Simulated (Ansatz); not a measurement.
Rows from a G0W0 calculation on WS2 (2H monolayer) (Ansatz 0.2.0; G0W0 on PBE, plane waves, PAW; 12×12×1 mesh, 87 empty bands, screening to 28 eV), in eV. Spin-orbit coupling is left out.

```
row                      k  band   start       Σx  Σc at the solution      Vxc
  A  (0.333, 0.333, 0.000)    c2  -2.381  -12.177              -3.774  -17.079
  B  (0.333, 0.333, 0.000)    v1  -5.719  -18.780               0.955  -18.178
  C  (0.333, 0.333, 0.000)    c1  -3.909  -15.848              -2.801  -19.838
  D  (0.333, 0.333, 0.000)    v2  -8.080  -19.820               3.180  -16.618
```

Question: Give the quasiparticle energies and the shift of each level.

The quasiparticle equation reads E = start + Σx + Σc(E) − Vxc.

```
row  E (eV)  shift (eV)
  A  -1.252      +1.129
  B  -5.365      +0.354
  C  -2.720      +1.189
  D  -8.101      −0.021
```

The gap over the computed points goes from 1.81 eV to 2.65 eV.

Limits: not at the basis limit; no spin-orbit coupling.

[Paths, hosts, dates, memory and timing lines, banners, echoed tables and standing remarks are left out of the program output.]

[Logs are printed without paths, hosts, clocks, repeated set-up lines and the standing remarks that a program may print on its own settings, such as how far it seeks lower states.]

[Runs of the session that timed out or met a known fault of the program may be left out.]

[Cells called generated may have been cut or substituted from an entry of the Crystallography Open Database or the Materials Project.]

[Hosts, paths, dates, database ids (printed as entryN), source tags and the programs' standing remarks are cut or masked in the printed files.]
